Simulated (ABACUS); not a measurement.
Crystal: BN.

```
N B
1.0
     0.00000    1.81300    1.81300
     1.81300    0.00000    1.81300
     1.81300    1.81300    0.00000
N B
1 1
Direct
  0.25000 0.25000 0.25000
  0.00000 0.00000 0.00000
```

The cell is a database's computed one.

Base run:

* Program: ABACUS 3.10.1
* Functional: HLE16
* Potentials or basis: Ansatz NC PBE
* Cutoff: 1252 eV
* Density cutoff: 5007 eV
* Basis: plane waves
* k mesh: 10 × 10 × 10
* Occupations: fermi-dirac, width 0.05 eV
* Spin: no spin polarisation

Its results: band gap on the k mesh 5.62 eV, indirect (least direct gap 9.27 eV); pressure -82.2 GPa.

Task: The run is repeated on the same cell with these changes: functional from HLE16 to PBEsol; potentials or basis from Ansatz NC PBE to GBRV ultrasoft 1.5 PBEsol; cutoff from 1252 eV to 544 eV; density cutoff from 5007 eV to 4354 eV. What comes out?

Result: Band gap on the k mesh 4.28 eV, indirect (least direct gap 8.73 eV); pressure -5.8 GPa.

Caveats: the cell as given lies far from equilibrium (some runs); the potentials were made for a functional far from this one (some runs); so large a pressure means that the cell lies far from this level's equilibrium, or that cutoff or potentials fall short (some runs); the potentials were made for another functional, which shifts forces and pressure (some runs).

A k mesh can miss the band edges.
